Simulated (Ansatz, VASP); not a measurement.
## One calculation of Co, two programs

```
CELL_PARAMETERS angstrom
2.42013 0.00000 0.00000
-1.21006 2.09589 0.00000
0.00000 0.00000 7.92312
ATOMIC_POSITIONS crystal
Co 0.66667 0.33333 0.75000
Co 0.00000 0.00000 0.50000
Co 0.33333 0.66667 0.25000
Co 0.00000 0.00000 0.00000
```

Alike in both runs: task single point; functional PBE; dispersion D4; k mesh 12 × 12 × 4; occupations fermi-dirac, width 0.05 eV; collinear spin.

```csv
,VASP,Ansatz
version,VASP 6.6.1,Ansatz 0.2.0
potentials or method,"VASP PAW PBE potentials, release 64 (Co)",Ansatz PAW
plane-wave cutoff (eV),520,420
valence electrons in the cell,36,68
```

```csv
,VASP,Ansatz,Ansatz less VASP
gap on the k mesh at the Fermi level (eV),none,none,-
pressure (GPa),12.5,13.8,+1.31
largest component of the traceless stress (GPa),2.55,2.66,+0.113
net moment per atom (μB),1.56,1.57,+0.010
size of the moment on the site where the two differ most (μB),1.57,1.64,+0.070
dispersion energy (meV/atom),-459.7,-459.8,-0.05
```

Site moments also hang on the region over which each program counts them. A gap of «none» marks a metal or a gap that the smearing closes. The two sets of potentials don't hold the same shells in valence.

Caveats: pairwise dispersion overbinds metals, which lowers pressure and volume.
